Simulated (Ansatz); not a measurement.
Sc under strains and displacements

These are results of DFT PBE, scalar-relativistic, plane waves, PAW in Ansatz 0.2.0, not measurements.

Cutoff 420 eV; k points 14×14×14 on the computed 1-atom cell (Γ-centred); Gaussian smearing, width 0.10 eV; no spin polarisation.

Reference cell:

```
CELL_PARAMETERS angstrom
0.00000 2.27050 2.27050
2.27050 0.00000 2.27050
2.27050 2.27050 0.00000
ATOMIC_POSITIONS crystal
Sc 0.00000 0.00000 0.00000
```

Each variant moves atoms of this cell by the vectors given, if any (Å), and then applies a symmetric strain (tensor components, Cartesian axes). The reference cell isn't relaxed at this level. Energies are per atom at zero smearing, counted from the lowest variant. Pressure is positive in compression.

1. strain (xx yy zz yz xz xy, %) -2.66 -1.92 -2.26 -0.34 0.50 -0.21
2. strain (xx yy zz yz xz xy, %) 0.61 2.11 0.61 0.00 0.00 0.00
3. strain (xx yy zz yz xz xy, %) -5.00 -5.00 1.00 -0.72 0.72 2.11

```json
{"variant": "1", "ΔE (meV/atom)": "58.4", "P (GPa)": "7.51", "space group": "P-1"}
{"variant": "2", "ΔE (meV/atom)": "0.0", "P (GPa)": "0.96", "space group": "I4/mmm"}
{"variant": "3", "ΔE (meV/atom)": "98.4", "P (GPa)": "9.37", "space group": "C2/m"}
```

This fcc form isn't the element's structure at ambient conditions.